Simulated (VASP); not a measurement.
# SnTe (Fm-3m) in VASP: a series of runs

The runs below take SnTe through relaxation of the atoms, single point, relaxation of cell and atoms, with PBEsol+D3, optB86b-vdW, PBE, LDA.

All numbers are computed with VASP 6.6.1; they aren't measurements. Logs are shortened: lines on timing, memory, paths and dates and some standing lists are left out, and cuts for length are marked.

### 1 The structure

It takes space group Fm-3m (No. 225, cubic). Conventional cell: a = 6.302 Å, b = 6.302 Å, c = 6.302 Å, α = 90.00°, β = 90.00°, γ = 90.00°. Te (site symmetry m-3m) is surrounded by 6 Sn at 3.15 Å. Sn (site symmetry m-3m) has 6 Te at 3.15 Å as nearest neighbours.

### 2 Relaxation of the atoms, PBEsol+D3 (atoms moved at random, drawn with an rms of 0.1 Å)

Contents of INCAR:

```
SYSTEM = SnTe
ALGO = Normal ; EDIFF = 1E-7
EDIFFG = -0.005 ; ENCUT = 520
GGA = PS ; IBRION = 2
ISIF = 2 ; ISMEAR = 0
IVDW = 11 ; LASPH = .TRUE.
LCHARG = .FALSE. ; LREAL = .FALSE.
LWAVE = .FALSE. ; NELM = 80
NSW = 40 ; PREC = Accurate
SIGMA = 0.05
```

Contents of KPOINTS:

```
k-points
0
G
  7 7 7
  0 0 0
```

Contents of POSCAR:

```
SnTe
1.0
    0.0000000000      3.1508500000      3.1508500000
    3.1508500000      0.0000000000      3.1508500000
    3.1508500000      3.1508500000      0.0000000000
Te Sn
1 1
Selective dynamics
Direct
    0.4917300000      0.4957840000      0.5146520000  F F F
   -0.0199200000      0.0047730000      0.0104450000  T T T
```

Potentials or basis: VASP PAW PBE potentials, release 64 (Te, Sn_d).

Command:

```bash
$ cat potpaw_PBE.64/Te/POTCAR potpaw_PBE.64/Sn_d/POTCAR > POTCAR
$ mpirun -np 1 vasp_std > vasp.out
```

OUTCAR:

```text
SYSTEM = SnTe
   EDIFF = 1E-7
   EDIFFG = -0.005
   ENCUT = 520
   GGA = PS
   IBRION = 2
   ISIF = 2
   ISMEAR = 0
   IVDW = 11
   LASPH = .TRUE.
   LREAL = .FALSE.
   NELM = 80
   NSW = 40
   PREC = Accurate
 IVDW          = 11

 ion  position               nearest neighbor table
   1  0.492  0.496  0.515-   2 3.10   2 3.14   2 3.14   2 3.16   2 3.17   2 3.20
   2  0.980  0.005  0.010-   1 3.10   1 3.14   1 3.14   1 3.16   1 3.17   1 3.20

  LATTYP: Found a face centered cubic cell.
 ALAT       =     6.3017000000

  Lattice vectors:

 A1 = (   0.0000000000,   3.1508500000,   3.1508500000)
 A2 = (   3.1508500000,   0.0000000000,   3.1508500000)
 A3 = (   3.1508500000,   3.1508500000,   0.0000000000)

Analysis of symmetry for initial positions (statically):
=====================================================================
 Subroutine PRICEL returns:
 Original cell was already a primitive cell.

 Routine SETGRP: Setting up the symmetry group for a
 face centered cubic supercell.

 Subroutine GETGRP returns: Found  1 space group operations
 (whereof  1 operations were pure point group operations)
 out of a pool of 48 trial point group operations.

The static configuration has the point symmetry C_1 .

Analysis of symmetry for dynamics (positions and initial velocities):
=====================================================================
 Subroutine PRICEL returns:
 Original cell was already a primitive cell.

 Routine SETGRP: Setting up the symmetry group for a
 face centered cubic supercell.

 Subroutine GETGRP returns: Found  1 space group operations
 (whereof  1 operations were pure point group operations)
 out of a pool of 48 trial point group operations.

The dynamic configuration has the point symmetry C_1 .

Analysis of constrained symmetry for selective dynamics:
=====================================================================
 Subroutine PRICEL returns:
 Original cell was already a primitive cell.

 Routine SETGRP: Setting up the symmetry group for a
 face centered cubic supercell.

 Subroutine GETGRP returns: Found  1 space group operations
 (whereof  1 operations were pure point group operations)
 out of a pool of 48 trial point group operations.

The constrained configuration has the point symmetry C_1 .

 Subroutine INISYM returns: Found  1 space group operations
 (whereof  1 operations are pure point group operations),
 and found     1 'primitive' translations

----------------------------------------------------------------------------------------

                                     Primitive cell

  volume of cell :      62.5624

  direct lattice vectors                    reciprocal lattice vectors
     0.000000000  3.150850000  3.150850000    -0.158687338  0.158687338  0.158687338
     3.150850000  0.000000000  3.150850000     0.158687338 -0.158687338  0.158687338
     3.150850000  3.150850000  0.000000000     0.158687338  0.158687338 -0.158687338

  length of vectors
     4.455974803  4.455974803  4.455974803     0.274854533  0.274854533  0.274854533

  position of ions in fractional coordinates (direct lattice)
     0.491730000  0.495784000  0.514652000
     0.980080000  0.004773000  0.010445000

  ion indices of the primitive-cell ions
   primitive index   ion index
                 1           1
                 2           2

----------------------------------------------------------------------------------------

 KPOINTS: k-points

Automatic generation of k-mesh.
 Grid dimensions read from file:
 generate k-points for:    7    7    7

 Generating k-lattice:

  Cartesian coordinates                     Fractional coordinates (reciprocal lattice)
    -0.022669620  0.022669620  0.022669620     0.142857143  0.000000000  0.000000000
     0.022669620 -0.022669620  0.022669620     0.000000000  0.142857143  0.000000000
     0.022669620  0.022669620 -0.022669620     0.000000000  0.000000000  0.142857143

  Length of vectors
     0.039264933  0.039264933  0.039264933

  Shift w.r.t. Gamma in fractional coordinates (k-lattice)
     0.000000000  0.000000000  0.000000000

 Subroutine IBZKPT returns following result:
 ===========================================

 Found    172 irreducible k-points:

 Following reciprocal coordinates:
            Coordinates               Weight
  0.000000  0.000000  0.000000      1.000000
  0.142857  0.000000  0.000000      2.000000
  0.000000  0.142857  0.000000      2.000000
  0.000000  0.000000  0.142857      2.000000
  0.142857  0.142857  0.142857      2.000000
  0.285714  0.000000  0.000000      2.000000
[... 16 lines left out ...]
  0.142857 -0.142857 -0.142857      2.000000
  0.285714  0.285714  0.142857      2.000000
 [... further k-points ...]
   k-points           NKPTS =    172   k-points in BZ     NKDIM =    172   number of bands    NBANDS=     14
   number of dos      NEDOS =    301   number of ions     NIONS =      2
   total plane-waves  NPLWV =  46656
[... 86 lines left out ...]
     12      10.1156      0.00000
     13      10.1401      0.00000
     14      11.5196      0.00000

 k-point     2 :       0.1429    0.0000    0.0000
  band No.  band energies     occupation
      1     -14.9776      2.00000
      2     -14.9773      2.00000
      3     -14.9690      2.00000
      4     -14.9683      2.00000
      5     -14.9681      2.00000
      6      -5.8525      2.00000
      7       1.2181      2.00000
      8       4.6911      2.00000
      9       4.6988      2.00000
     10       5.2623      2.00000
     11       9.2870      0.00000
     12       9.2940      0.00000
     13       9.3338      0.00000
     14      11.4543      0.00000

 k-point     3 :       0.0000    0.1429    0.0000
  band No.  band energies     occupation
      1     -14.9776      2.00000
      2     -14.9773      2.00000
      3     -14.9691      2.00000
      4     -14.9683      2.00000
      5     -14.9680      2.00000
      6      -5.8524      2.00000
      7       1.2173      2.00000
      8       4.6916      2.00000
      9       4.6996      2.00000
     10       5.2615      2.00000
     11       9.2786      0.00000
     12       9.2977      0.00000
     13       9.3412      0.00000
     14      11.4510      0.00000

 k-point     4 :       0.0000    0.0000    0.1429
  band No.  band energies     occupation
      1     -14.9775      2.00000
      2     -14.9773      2.00000
      3     -14.9691      2.00000
      4     -14.9682      2.00000
      5     -14.9681      2.00000
      6      -5.8523      2.00000
      7       1.2164      2.00000
      8       4.6945      2.00000
      9       4.6983      2.00000
     10       5.2605      2.00000
     11       9.2756      0.00000
     12       9.2952      0.00000
     13       9.3497      0.00000
     14      11.4473      0.00000

 k-point     5 :       0.1429    0.1429    0.1429
  band No.  band energies     occupation
      1     -14.9775      2.00000
      2     -14.9773      2.00000
      3     -14.9691      2.00000
      4     -14.9683      2.00000
      5     -14.9680      2.00000
      6      -5.8524      2.00000
      7       1.2168      2.00000
      8       4.6927      2.00000
      9       4.6994      2.00000
     10       5.2610      2.00000
     11       9.2765      0.00000
[... 276 lines left out ...]
 k-point    22 :       0.1429    0.2857    0.0000
  band No.  band energies     occupation
      1     -14.9824      2.00000
      2     -14.9762      2.00000
      3     -14.9697      2.00000
      4     -14.9653      2.00000
      5     -14.9646      2.00000
      6      -5.4268      2.00000
      7       0.1941      2.00000
      8       4.0737      2.00000
      9       4.2092      2.00000
     10       5.6328      2.00000
     11       7.8743      0.00000
     12       9.6308      0.00000
     13       9.6886      0.00000
     14      10.6690      0.00000

 k-point    23 :       0.1429   -0.1429   -0.1429
  band No.  band energies     occupation
      1     -14.9824      2.00000
      2     -14.9762      2.00000
      3     -14.9697      2.00000
      4     -14.9653      2.00000
      5     -14.9645      2.00000
      6      -5.4271      2.00000
      7       0.1956      2.00000
      8       4.0746      2.00000
      9       4.2060      2.00000
     10       5.6353      2.00000
     11       7.8713      0.00000
     12       9.6262      0.00000
     13       9.6948      0.00000
     14      10.6656      0.00000

 k-point    24 :       0.2857    0.2857    0.1429
  band No.  band energies     occupation
      1     -14.9824      2.00000
      2     -14.9762      2.00000
      3     -14.9697      2.00000
      4     -14.9654      2.00000
      5     -14.9645      2.00000
      6      -5.4269      2.00000
      7       0.1944      2.00000
      8       4.0753      2.00000
      9       4.2062      2.00000
     10       5.6351      2.00000
     11       7.8720      0.00000
     12       9.6107      0.00000
     13       9.7165      0.00000
     14      10.6599      0.00000

 [... further k-points ...]

------------------------ aborting loop because EDIFF is reached ----------------------------------------

 Edisp (eV)   -0.40538

 E8    (eV) :    -0.2571

  FORCE on cell =-STRESS in cart. coord.  units (eV):
  Direction    XX          YY          ZZ          XY          YZ          ZX
  --------------------------------------------------------------------------------------
  -------------------------------------------------------------------------------------
  Total      -0.48285    -0.45812    -0.48454    -0.00336     0.00184    -0.00059
  in kB     -12.36541   -11.73219   -12.40870    -0.08599     0.04705    -0.01509
  external pressure =      -12.17 kB  Pullay stress =        0.00 kB

 VOLUME and BASIS-vectors are now :
 -----------------------------------------------------------------------------
  energy-cutoff  :      520.00
  volume of cell :       62.56
      direct lattice vectors                 reciprocal lattice vectors
     0.000000000  3.150850000  3.150850000    -0.158687338  0.158687338  0.158687338
     3.150850000  0.000000000  3.150850000     0.158687338 -0.158687338  0.158687338
     3.150850000  3.150850000  0.000000000     0.158687338  0.158687338 -0.158687338

 POSITION                                       TOTAL-FORCE (eV/Angst)
 -----------------------------------------------------------------------------------
      3.18373      3.17096      3.11151         0.000655     -0.002973     -0.000343
      0.04795      3.12100      3.10312        -0.000655      0.002973      0.000343
 -----------------------------------------------------------------------------------
    total drift:                                0.000057     -0.000055     -0.000056

  FREE ENERGIE OF THE ION-ELECTRON SYSTEM (eV)
  ---------------------------------------------------
  free  energy   TOTEN  =        -8.7496747689 eV

  energy  without entropy=       -8.7496747689  energy(sigma->0) =       -8.74967477

 reached required accuracy - stopping structural energy minimisation
```

It took 2.1 min on 1 thread of Intel Xeon Platinum 8488C (Sapphire Rapids), shared host; peak memory 0.32 GiB.

Results:

```yaml
Free_energy: -8.7497 eV
Pressure_after_relaxing: -1.2 GPa
Band_gap_on_the_k_mesh: 0.67 eV, direct
Dispersion_energy_per_atom: -0.203 eV
```

Final structure:
```cif
data_structure
_symmetry_space_group_name_H-M 'P 1'
_symmetry_Int_Tables_number 1
_cell_length_a 4.4560
_cell_length_b 4.4560
_cell_length_c 4.4560
_cell_angle_alpha 60.000
_cell_angle_beta 60.000
_cell_angle_gamma 60.000
_cell_volume 62.56
loop_
_atom_site_label
_atom_site_type_symbol
_atom_site_fract_x
_atom_site_fract_y
_atom_site_fract_z
_atom_site_occupancy
Te1 Te 0.49173 0.49578 0.51465 1
Sn1 Sn 0.98008 0.00477 0.01045 1
```

Levels at points of the mesh, in eV from the valence-band top:
| k point | band 7 | band 8 | band 9 | band 10 | band 11 | band 12 | band 13 | band 14 |
| --- | --- | --- | --- | --- | --- | --- | --- | --- |
| (0.00, 0.00, 0.00) | -4.43 | -1.86 | -1.85 | -1.85 | 3.59 | 3.60 | 3.62 | 5.00 |

Caveat: the relaxation stopped at its first step, so nothing moved; the PAW data sets were made with another functional, which shifts forces and pressure a little; spin-orbit coupling is left out, which moves the levels of the heavy elements; an odd mesh through Γ misses points on the zone boundary, where band edges often lie.

### 3 Relaxation of the atoms, optB86b-vdW (atoms moved at random, drawn with an rms of 0.1 Å)

Contents of INCAR:

```
PREC = Accurate
ENCUT = 520
EDIFF = 1E-7
ISMEAR = -1
SIGMA = 0.1
LREAL = False
LASPH = True
NELM = 80
ALGO = Normal
ISIF = 2
LWAVE = False
LCHARG = False
GGA = MK
LUSE_VDW = True
AGGAC = 0.0
PARAM1 = 0.1234
PARAM2 = 1.0
IBRION = 2
NSW = 60
EDIFFG = -0.005
```

Contents of KPOINTS:

```
regular mesh
0
Gamma
  7 7 7
```

POSCAR is that of step 2.

Potentials or basis: VASP PAW PBE potentials, release 64 (Te, Sn_d).

Command:

```bash
$ cat potpaw_PBE.64/Te/POTCAR potpaw_PBE.64/Sn_d/POTCAR > POTCAR
$ mpirun -np 1 vasp_std > vasp.out
```

Run time: 10 min. Hardware: 1 thread of Intel Xeon Platinum 8488C (Sapphire Rapids), shared host; peak memory 0.58 GiB.

Results (log left out):

```yaml
Free_energy: -2.6291 eV
Energy_gained_by_relaxing: 0.2 meV/atom
Ionic_steps: 6
Pressure_after_relaxing: 1.2 GPa
Band_gap_on_the_k_mesh: 0.66 eV, direct
```

The path:
```csv
step,energy change (eV),largest force (eV/Å),pressure (GPa)
1,0.0000,0.0149,1.21
2,0.0000,0.0144,1.21
3,0.0000,0.0132,1.21
4,-0.0001,0.0120,1.20
5,-0.0002,0.0091,1.19
6,-0.0003,0.0044,1.18
```

Final structure:
```
Te Sn
1.0
     0.00000    3.15085    3.15085
     3.15085    0.00000    3.15085
     3.15085    3.15085    0.00000
Te Sn
1 1
Direct
  0.49173 0.49578 0.51465
  0.98727 0.99914 0.01326
```

Levels at points of the mesh, in eV from the valence-band top:
| k point | band 7 | band 8 | band 9 | band 10 | band 11 | band 12 | band 13 | band 14 |
| --- | --- | --- | --- | --- | --- | --- | --- | --- |
| (0.00, 0.00, 0.00) | -4.50 | -1.88 | -1.88 | -1.88 | 3.56 | 3.56 | 3.56 | 5.06 |

Caveat: the PAW data sets were made with another functional, which shifts forces and pressure a little; spin-orbit coupling is left out, which moves the levels of the heavy elements; an odd mesh through Γ misses points on the zone boundary, where band edges often lie.

### 4 Single point, PBE

Contents of INCAR:

```
SYSTEM = SnTe
  PREC = Accurate
  ENCUT = 520
  EDIFF = 1E-6
  ISMEAR = 0
  SIGMA = 0.020999999999999998
  LREAL = .FALSE.
  LASPH = .TRUE.
  NELM = 80
  ALGO = Normal
  ISIF = 2
  LWAVE = .FALSE.
  LCHARG = .TRUE.
  GGA = PE
  LELF = .TRUE.
  LVHAR = .TRUE.
```

Contents of KPOINTS:

```
regular mesh
0
G
  7 7 7
  0 0 0
```

Contents of POSCAR:

```
SnTe
1.0
    0.0000000000      3.1508500000      3.1508500000
    3.1508500000      0.0000000000      3.1508500000
    3.1508500000      3.1508500000      0.0000000000
Te Sn
1 1
Direct
    0.5000000000      0.5000000000      0.5000000000
    0.0000000000      0.0000000000      0.0000000000
```

Command:

```bash
$ cat potpaw_PBE.64/Te/POTCAR potpaw_PBE.64/Sn_d/POTCAR > POTCAR
$ mpirun -np 1 vasp_std > vasp.out
```

Wall time 17 s (1 thread of Intel Xeon 6975P-C (Granite Rapids), shared host); peak memory 0.2 GiB.

Results (log left out):

| Property | Result |
| --- | --- |
| Free energy | -7.5473 eV |
| Pressure | 2.2 GPa |

Levels at points of the mesh, in eV from the Fermi level:
```tsv
k point	band 7	band 8	band 9	band 10	band 11	band 12	band 13	band 14
(0.00, 0.00, 0.00)	-4.59	-2.06	-2.06	-2.06	3.44	3.44	3.44	4.84
```

Caveat: this odd mesh misses L, where the gap lies, so gap, dielectric constants and Born charges aren't listed. Spin-orbit coupling is left out, which matters for the levels of Te.

### 5 Relaxation of cell and atoms, LDA

Contents of INCAR:

```
ALGO = Normal
EDIFF = 1E-6
EDIFFG = -0.01
ENCUT = 600
GGA = CA
IBRION = 2
ISIF = 3
ISMEAR = 0
LASPH = T
LCHARG = F
LREAL = F
LWAVE = F
NELM = 80
NSW = 60
PREC = Accurate
SIGMA = 0.02
```

Contents of KPOINTS:

```
k-points
0
Gamma
  6 6 6
```

POSCAR is that of step 4.

Potentials or basis: VASP PAW LDA potentials, release 64 (Te, Sn_d).

Command:

```bash
$ cat potpaw_LDA.64/Te/POTCAR potpaw_LDA.64/Sn_d/POTCAR > POTCAR
$ mpirun -np 1 vasp_std > vasp.out
```

Wall time 16 s (1 thread of Intel Xeon Platinum 8559C (Emerald Rapids), shared host); peak memory 0.18 GiB.

Results (log left out):

```
Free energy                            : -8.8343 eV
Relaxed volume                         : 30.35 Å³/atom
Relaxed cell                           : a = 4.411 Å, b = 4.411 Å, c = 4.411 Å, α = 60.00°, β = 60.00°, γ = 60.00°
Space group after relaxing (to 0.05 Å) : Fm-3m (No. 225)
Energy gained by relaxing              : 4.5 meV/atom
Ionic steps                            : 3
Pressure after relaxing                : 0.0 GPa
Band gap on the k mesh                 : 0.21 eV, direct
```

The path:
```tsv
step	energy change (eV)	largest force (eV/Å)	pressure (GPa)	volume (Å³)
1	0.0000	0.0000	-1.52	62.56
2	-0.0074	0.0000	0.68	59.92
3	-0.0090	0.0000	0.00	60.69
```

Final structure:
```
Te Sn
1.0
     0.00000    3.11911    3.11911
     3.11911    0.00000    3.11911
     3.11911    3.11911    0.00000
Te Sn
1 1
Cartesian
  3.1191 3.1191 3.1191
  0.0000 0.0000 0.0000
```

Levels at points of the mesh, in eV from the valence-band top:
```tsv
k point	band 6	band 7	band 8	band 9	band 10	band 11	band 12	band 13	band 14
(0.00, 0.00, 0.00)	-12.98	-4.60	-2.14	-2.14	-2.14	3.42	3.42	3.42	4.79
(0.50, 0.00, 0.00)	-11.61	-8.48	-1.77	-1.77	0.00	0.21	0.36	0.36	7.87
(0.50, 0.50, 0.00)	-11.29	-6.51	-5.71	-3.80	-3.80	2.13	5.07	5.07	6.60
```

Caveat: spin-orbit coupling is left out, which moves the levels of the heavy elements.

### 6 Summary

| task | level | potentials or basis | cell | k mesh | cutoff (eV) | smearing | atoms held fixed (from 0) | ladder | gap on the mesh (eV) | pressure (GPa) |
| --- | --- | --- | --- | --- | --- | --- | --- | --- | --- | --- |
| relaxation of the atoms | PBEsol+D3 | VASP PAW PBE potentials, release 64 (Te, Sn_d) | atoms relaxed from: atoms moved at random, drawn with an rms of 0.1 Å | 7 × 7 × 7 | 520 | gaussian 0.05 eV | [0] | - | 0.67 | -1.2 |
| relaxation of the atoms | optB86b-vdW | VASP PAW PBE potentials, release 64 (Te, Sn_d) | atoms relaxed from: atoms moved at random, drawn with an rms of 0.1 Å | 7 × 7 × 7 | 520 | fermi-dirac 0.1 eV | [0] | - | 0.66 | 1.2 |
| single point | PBE | VASP PAW PBE potentials, release 64 (Te, Sn_d) | as given | 7 × 7 × 7 | 520 | gaussian 0.021 eV | - | - | - | 2.2 |
| relaxation of cell and atoms | LDA | VASP PAW LDA potentials, release 64 (Te, Sn_d) | relaxed | 6 × 6 × 6 | 600 | gaussian 0.02 eV | - | gaps | 0.21 | 0.0 |

Alike in all rows: no spin polarisation.

Caveats: spin-orbit coupling is left out, which moves the levels of the heavy elements (some runs); the PAW data sets were made with another functional, which shifts forces and pressure a little (some runs); an odd mesh through Γ misses points on the zone boundary, where band edges often lie (some runs); the relaxation stopped at its first step, so nothing moved (some runs).

Total energies depend on the potentials used, so only differences within one code and one set of settings carry meaning.
